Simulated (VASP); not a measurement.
Write the native input for VASP 6.6.1 that does the following.

* Task: single point
* Functional: PBEsol
* Potentials or basis: VASP PAW PBE potentials, release 64 (Ga_d, N)
* Cutoff: 520 eV
* k mesh: 12 × 12 × 6
* Occupations: gaussian, width 0.02 eV
* Spin: no spin polarisation
* Further INCAR settings: ALGO = Normal; EDIFF = 1e-06

The structure of GaN lies in POSCAR:

```
GaN
1.0
    3.1889304000      0.0000000000      0.0000000000
   -1.5944652000      2.7616947400      0.0000000000
    0.0000000000      0.0000000000      5.1923572500
Ga N
2 2
Direct
    0.6666666700      0.3333333300      0.4990837100
    0.3333333300      0.6666666700      0.9990837100
    0.6666666700      0.3333333300      0.8759162900
    0.3333333300      0.6666666700      0.3759162900
```

The cell is a database's computed one.

One way to write it, as run:

INCAR

```
PREC     = Accurate       # precision mode
ENCUT    = 520            # plane-wave cutoff, eV
EDIFF    = 1E-6           # SCF threshold, eV
ISMEAR   = 0              # smearing method
SIGMA    = 0.02           # smearing width, eV
LREAL    = F              # projectors in reciprocal space
LASPH    = T              # aspherical terms in the spheres
NELM     = 60             # most SCF steps
ALGO     = Normal         # electronic algorithm
ISIF     = 2              # what is computed and relaxed
LWAVE    = F              # write WAVECAR
LCHARG   = F              # write CHGCAR
GGA      = PS             # functional
```

KPOINTS

```
Automatic mesh
0
Gamma
  12 12 6
```

Potentials or basis: VASP PAW PBE potentials, release 64 (Ga_d, N).

Launch:

```bash
$ cat potpaw_PBE.64/Ga_d/POTCAR potpaw_PBE.64/N/POTCAR > POTCAR
$ mpirun -np 1 vasp_std > vasp.out
```

It gave:

The pressure is -1.2 GPa and the largest force is 0.005 eV/Å. The band gap on the k mesh is 1.86 eV, direct.

Caveat: the PAW data sets were made with another functional, which shifts forces and pressure a little.

It took 45 s on 1 thread of Intel(R) Xeon(R) Platinum 8259CL CPU @ 2.50GHz (Skylake/Cascade Lake), on a shared host, peak memory 0.2 GiB.
